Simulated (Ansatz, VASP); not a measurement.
## Bi in VASP and in Ansatz

```
CELL_PARAMETERS angstrom
1.53429 -2.86894 0.00000
1.53429 2.86894 0.00000
-1.51443 0.00000 4.12319
ATOMIC_POSITIONS crystal
Bi 0.50000 0.50000 0.50000
```

Alike in both runs: task relaxation of cell and atoms; functional PBE; k mesh 6 × 6 × 4; occupations gaussian, width 0.1 eV; no spin polarisation.

|  | VASP | Ansatz |
| --- | --- | --- |
| version | VASP 6.6.1 | Ansatz 0.2.0 |
| potentials or method | VASP PAW PBE potentials, release 64 (Bi_d) | scalar-relativistic, plane waves, PAW |
| plane-wave cutoff (eV) | 600 | 420 |
| valence electrons in the cell | 15 | 15 |

Ansatz gave:

* gap on the k mesh at the Fermi level, each at its own relaxed structure (eV): none
* relaxed volume (Å³/atom): 31.50
* relaxed cell length with the largest relative difference (Å): 3.580
* energy change over the relaxation (meV/atom): -535

**Question.** What did VASP give for the same quantities?

**Answer.** gap on the k mesh at the Fermi level, each at its own relaxed structure (eV): none; relaxed volume (Å³/atom): 31.57; relaxed cell length with the largest relative difference (Å): 3.583; energy change over the relaxation (meV/atom): -533.

A gap of «none» marks a metal or a gap that the smearing closes.

Caveats: the k mesh is coarse (spacing up to 0.41 Å⁻¹), so the values aren't converged; spin-orbit coupling is left out, which moves the levels of the heavy elements.
